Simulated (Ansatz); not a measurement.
# TiB: how the settings move a single-point run

Aim: see which settings change the result for TiB, by how much, and at what cost.

Computed with Ansatz 0.2.0 (reference: DFT, r2SCAN, PAW with Ansatz's default frozen-core files, scalar-relativistic, unless a step's input says otherwise).

10 further runs of the same task are left out: 10 for a broken database entry.

**1. Starting point**

The structure is cubic, space group F-43m (No. 216). The conventional cell has a = 4.202 Å, b = 4.202 Å, c = 4.202 Å, α = 90.00°, β = 90.00°, γ = 90.00°. Around Ti (site symmetry -43m) lie 4 B at 1.82 Å. B (site symmetry -43m) has 4 Ti at 1.82 Å as nearest neighbours.

Coordinates:

```
CELL_PARAMETERS angstrom
0.00000 2.10100 2.10100
2.10100 0.00000 2.10100
2.10100 2.10100 0.00000
ATOMIC_POSITIONS crystal
Ti 0.25000 0.25000 0.25000
B 0.00000 0.00000 0.00000
```

**2. Reference**

input.yaml reads:

```yaml
crystal:
  lattice:
    - [0.0, 2.101, 2.101]
    - [2.101, 0.0, 2.101]
    - [2.101, 2.101, 0.0]
  atoms:
    - { symbol: Ti, position: [0.25, 0.25, 0.25] }
    - { symbol: B, position: [0.0, 0.0, 0.0] }
kpoints:
  mp_grid: { grid: [12, 12, 12] }
scf:
  occupations: { method: fermi_dirac, width: 0.05 }
hamiltonian:
  xc: r2scan
  pseudopotentials: { kind: paw }
output:
  forces: true
  stress: true
  eigenvalues: true
  efg: { contact_densities: true }
  populations: true
```

Started as:

```
$ ansatz run input.yaml --threads 1 --pin off --max-ram 2048MiB --backend cpu --events-out ev --progress --plain --runs-dir out
```

From the output:

```text
[...]
Basis set: ecut = 500 eV, 459 PW (Γ), exchange–correlation on 96×96×96 points (64 copies of the dense FFT grid, shifted against one another)
[...]
k-points: 72 of 1728 (time reversal used)
[...]
SCF iter   1: F=—  HF=-2656.342412 eV  |F-HF|=—  |Δ(HF+E_count)|=         —  Δρ=9.31e-3  dr2=6.02e-3  dr2_τ=2.57e-1  ethr=1.77e-3  ⟨swp⟩=5.0  Hψ=4319  notcnv=0
preconditioner: auto → none  [metal: Δε(μ)=0.054 eV  Ē_g=8.572 eV  σ=0.050 eV  W_gap=0.25  n_scr=8 (ndim 8)  ℏωp=22.8 eV  f_vac=0.000  D(μ)=0.84/eV (n_scr^D=8)  sad-step TF]
SCF iter   2: F=—  HF=-2656.451107 eV  |F-HF|=—  |Δ(HF+E_count)|=   1.09e-1  Δρ=6.31e-3  dr2=4.25e-3  dr2_τ=3.38e-4  ethr=4.01e-5  ⟨swp⟩=2.0  Hψ=2299  notcnv=0  defer=5
[...]
SCF iter   6: F=—  HF=-2656.453967 eV  |F-HF|=—  |Δ(HF+E_count)|=   5.24e-8  Δρ=5.99e-5  dr2=6.30e-7  dr2_τ=3.70e-8  ethr=1.92e-8  ⟨swp⟩=2.7  Hψ=1403  notcnv=0  defer=5
SCF iter   7: F=-2656.453967 eV  HF=-2656.453967 eV  |F-HF|=2.90e-9  |Δ(HF+E_count)|=   7.59e-8  Δρ=1.33e-5  dr2=3.12e-8  dr2_τ=4.38e-10  ethr=6.67e-10  ⟨swp⟩=3.5  Hψ=3644  notcnv=0
[...]
SCF converged after 7 iterations
Free energy (F): -2656.453967 eV
[...]
E sigma→0 (E₀):  -2656.450600 eV
[...]
Fermi energy:    15.296876 eV
[...]
  P = ⅓ Tr σ = 121.1390 GPa (1211.390 kbar)
[...]
```

It took 9 s on 1 thread of Intel Xeon Platinum 8259CL at 2.50GHz (Skylake/Cascade Lake), shared host; peak memory 0.45 GiB.

**3. Changing settings: chi_scale 0.1**

input.yaml: that of step 2 with these lines changed.

```diff
@@ -12,2 +12,3 @@
   occupations: { method: fermi_dirac, width: 0.05 }
+  initial_density: { chi_scale: 0.1 }
 hamiltonian:
```

Started as:

```
$ ansatz run input.yaml --threads 1 --pin off --max-ram 2048MiB --backend cpu --events-out ev --progress --plain --runs-dir out
```

Output, cut to the lines that bear on the results:

```text
[...]
Pseudopotentials: kind: paw
Pseudopotential: Ti, paw, valence charge 12, recommended cutoff 500 eV (meta_gga)
Pseudopotential: B, paw, valence charge 3, recommended cutoff 500 eV (meta_gga)
Functional definition: r2SCAN
[...]
Crystal: 2 atoms, lattice volume = 18.548 Å³
Basis set: ecut = 500 eV, 459 PW (Γ), exchange–correlation on 96×96×96 points (64 copies of the dense FFT grid, shifted against one another)
Bands: 12, of which v1, the nominal top of the filled ones, is band 8 counted from 1 (7 counted from 0)
Symmetry: 24 space group operations
Space group: F-43m (ITA 216), of the structure as read, at distance tolerance 2.6e-5 Å
k-points: 72 of 1728 (time reversal used)
[...]
SCF iter   1: F=—  HF=-2657.125143 eV  |F-HF|=—  |Δ(HF+E_count)|=         —  Δρ=1.31e-1  dr2=3.56e0  dr2_τ=4.37e-1  ethr=3.10e-3  ⟨swp⟩=5.1  Hψ=4334  notcnv=0
[...]
SCF iter   7: F=-2656.453967 eV  HF=-2656.453967 eV  |F-HF|=4.71e-8  |Δ(HF+E_count)|=   2.11e-6  Δρ=1.32e-5  dr2=1.98e-8  dr2_τ=1.27e-9  ethr=6.67e-10  ⟨swp⟩=6.5  Hψ=4381  notcnv=0
[...]
SCF converged after 7 iterations
Free energy (F): -2656.453967 eV
[...]
E sigma→0 (E₀):  -2656.450599 eV
Entropy (-TS):   -0.006735 eV (-3.368 meV/atom)
Fermi energy:    15.296947 eV
[...]
--- Forces (eV/Å), atoms counted from 1 ---
  atom   1  Ti    -0.00000000     0.00000000     0.00000000
  atom   2  B      0.00000000    -0.00000000    -0.00000000
[...]
--- Stress (GPa, compression-positive) ---
      121.138964      -0.000000      -0.000000
        0.000000     121.138964       0.000000
       -0.000000       0.000000     121.138964
  P = ⅓ Tr σ = 121.1390 GPa (1211.390 kbar)
--- PAW observables at the nuclei: V_zz in 10²¹ V/m², potentials from the cell's mean, atoms counted from 1 ---
  atom   1  Ti V_zz =    +0.000000   η = 0.0000   by run symmetry: forbidden
            electrostatic potential = -2535.325076 V   contact ρ = 56729.981027 e/Å³
  atom   2  B  V_zz =    +0.000000   η = 0.0000   by run symmetry: forbidden
            electrostatic potential = -335.159382 V   contact ρ = 490.299136 e/Å³
--- Band table (eV; the first three rows and the last of 72) ---
  k-point 0: bands = ["-41.7646", "-16.8476", "-16.8476", "-16.8476", "5.7880", "13.2183", "13.2183", "13.2183", "18.9204", "18.9204", "28.2220", "28.7163"]
[...]
--- Löwdin populations: 2 sites ---
  site symbol       q [e]
     0     Ti     11.4074
     1      B      3.5671
  spilling = 0.001702 (of n_electrons = 15.000000)
```

It took 7.3 s on 1 thread of Intel Xeon Platinum 8259CL at 2.50GHz (Skylake/Cascade Lake), shared host; peak memory 0.42 GiB.

Energy and cycle count are those of the reference, so the change (start) left the result and the number of cycles as they were.

**4. Comparison**

```csv
run,ending,energy change,pressure (GPa),gap (eV),force (eV/Å),cycles,time
reference,converged,0,121.1,0.00,0.00,7,9 s
1: chi_scale 0.1,converged,0.0 meV/atom,121.1,0.00,0.00,7,7.3 s
```

Residual by cycle in the longest SCF loop of each run; runs are numbered as in the table. The quantity is the density residual dr2, in eV.

```csv
cycle,reference,run 1
1,0.00602,3.56
2,0.00425,0.628
3,2.9e-4,0.0449
4,4.5e-6,0.00183
5,2.9e-6,2.6e-5
6,6.3e-7,1.4e-6
7,3.1e-8,2.0e-8
```

**Reading.** Energy and cycle count are those of the reference, so the change (start) left the result and the number of cycles as they were. The structure is not at rest: the sound run finds 121 GPa, so these are no properties of the relaxed crystal. The reference has no spin polarisation; with Ti present, a magnetic state may lie lower.
